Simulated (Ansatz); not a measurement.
Starting cell, BaF$_{2}$ (fluorite):

```xyz
6
Lattice="0.0000 6.2464 6.2464 3.1232 3.1232 6.2464 3.1232 3.1232 0.0000" Properties=species:S:1:pos:R:3 pbc="T T T"
Ba     0.0000     0.0000     0.0000
Ba     3.1232     6.2464     3.1232
F      1.5616     1.5616     1.5616
F      1.5616     4.6848     4.6848
F      4.6848    10.9312    10.9312
F      4.6848     7.8080     7.8080
```

A phonon eigenvector at X = (0.5, 0.5, 0.0) is frozen into this cell: atom i moves by Q times the vector below, so Q is the largest atomic displacement, in Å. The cell is held. It is one choice among 2 degenerate patterns. (q is in reciprocal vectors of the primitive cell; the cell shown is doubled to hold the pattern.)

| atom | x | y | z |
|---|---|---|---|
| Ba1 | 0.000 | -1.000 | 0.000 |
| Ba2 | 0.000 | 1.000 | 0.000 |
| F3 | -0.213 | 0.000 | 0.000 |
| F4 | 0.213 | 0.000 | 0.000 |
| F5 | -0.213 | 0.000 | 0.000 |
| F6 | 0.213 | 0.000 | 0.000 |

Level of theory: PBE (plane waves to 420 eV, PAW, scalar-relativistic; Ansatz, a quantum-chemistry and plane-wave program). k mesh 9×9×9 (Γ-centred), Fermi-Dirac smearing 0.05 eV. BaF2 was relaxed with its symmetry unable to fall. 

```tsv
Q (Å)	−dE/dQ from forces (eV/Å)
-0.280	2.167
-0.233	1.813
-0.187	1.455
-0.140	1.093
-0.093	0.729
-0.047	0.365
0.000	0.000
0.047	-0.365
0.093	-0.729
0.140	-1.093
0.187	-1.455
0.233	-1.813
0.280	-2.167
```

Q: What harmonic wavenumber does the curvature at Q = 0 give?

A: 87 cm⁻¹. E″ = 7.82 eV/Å², M = Σ mᵢ|uᵢ|² = 278.1 u, ν̃ = 521.5·√(|E″|/M).

(For displaced atoms, the force is minus the slope of the energy, and its curvature is a force constant, which sets phonon frequencies.)
